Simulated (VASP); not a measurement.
Au under changes of volume

One of the cells (18.571 Å³/atom); the others are scaled copies at fixed shape and fractional positions:

```
CELL_PARAMETERS angstrom
-1.66824 1.66824 1.66824
1.66824 -1.66824 1.66824
1.66824 1.66824 -1.66824
ATOMIC_POSITIONS crystal
Au 0.00000 0.00000 0.00000
```

This isn't the form of Au at room conditions, which is fcc.

* Program: VASP 6.6.1
* Functional: PBEsol
* Potentials or basis: VASP PAW PBE potentials, release 64 (Au)
* Cutoff: 520 eV
* k mesh: 11 × 11 × 11
* Occupations: fermi-dirac, width 0.05 eV
* Spin: no spin polarisation

```tsv
volume (Å³/atom)	energy over the lowest point (meV/atom)	pressure (GPa)
17.115	0.00	-0.5
17.479	4.90	-3.8
17.843	16.64	-6.6
18.571	57.03	-11.2
18.935	84.23	-13.0
19.299	?	?
```

Q: What does the run at 19.299 Å³/atom give?

A: Energy over the lowest point 115.28 meV/atom; pressure -14.6 GPa.

Worked out: A Birch-Murnaghan fit of order 3 (a polynomial in V^(-2/3)) to the other rows has its minimum at 17.06 Å³/atom, just outside them, with B0 = V·E''(V) = 165 GPa and B' = 5.6. It gives 115.25 meV/atom at 19.299 Å³/atom, against the run's 115.28, and -dE/dV = -14.4 GPa, against -14.6.

Energies are extrapolated to zero smearing.

Caveats: the PAW data sets were made with another functional, which shifts forces and pressure a little.
